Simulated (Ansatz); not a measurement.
A run of Ansatz 0.2.0 is set up as follows.

Contents of input.yaml:

```yaml
crystal:
  lattice:
    - [-1.65128, 1.65128, 1.65128]
    - [1.65128, -1.65128, 1.65128]
    - [1.65128, 1.65128, -1.65128]
  atoms:
    - { symbol: Ta, position: [0.0, 0.0, 0.0] }
kpoints:
  mp_grid: { grid: [11, 11, 11] }
scf:
  occupations: { method: gaussian, width: 0.011 }
hamiltonian:
  xc: pbe
  pseudopotentials: { kind: all_electron, lapw: { basis_error: 0.001 } }
output:
  forces: true
  stress: true
  eigenvalues: true
```

Potentials or basis: all-electron LAPW, scalar-relativistic.

Run with:

```console
$ ansatz run input.yaml --threads 1 --pin off --max-ram 3072MiB --backend cpu --events-out ev --progress --plain --runs-dir out
```

**Question.** Estimate the band gap on the k mesh.

**Answer.** None (metal or under the smearing width).

**Question.** What does it give for the pressure?

**Answer.** 2.1 GPa.

The run has no spin-orbit coupling, so splittings on Ta are missing.
